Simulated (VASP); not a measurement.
A run of VASP 6.6.1 is set up as follows.

INCAR

```
PREC = Accurate
ENCUT = 520
EDIFF = 1E-6
ISMEAR = 0
SIGMA = 0.1
LREAL = False
LASPH = True
NELM = 100
ALGO = Normal
ISIF = 2
LWAVE = False
LCHARG = False
GGA = PE
NBANDS = 18
```

KPOINTS

```
Automatic mesh
0
Gamma
  10 10 10
```

File POSCAR:

```
TiAl3
1.0
    3.9797267061      0.0000000000      0.0000000000
    0.0000000000      3.9797267061      0.0000000000
    0.0000000000      0.0000000000      3.9797267061
Ti Al
1 3
Direct
    0.0000000000      0.0000000000      0.0000000000
    0.5000000000      0.5000000000      0.0000000000
    0.5000000000      0.0000000000      0.5000000000
    0.0000000000      0.5000000000      0.5000000000
```

Potentials or basis: VASP PAW PBE potentials, release 64 (Ti_sv, Al).

Launch:

```sh
$ cat potpaw_PBE.64/Ti_sv/POTCAR potpaw_PBE.64/Al/POTCAR > POTCAR
$ mpirun -np 1 vasp_std > vasp.out
```

Question: Predict the band gap on the k mesh.

Answer: None (metal or under the smearing width).

Question: Predict the pressure.

Answer: -0.1 GPa.
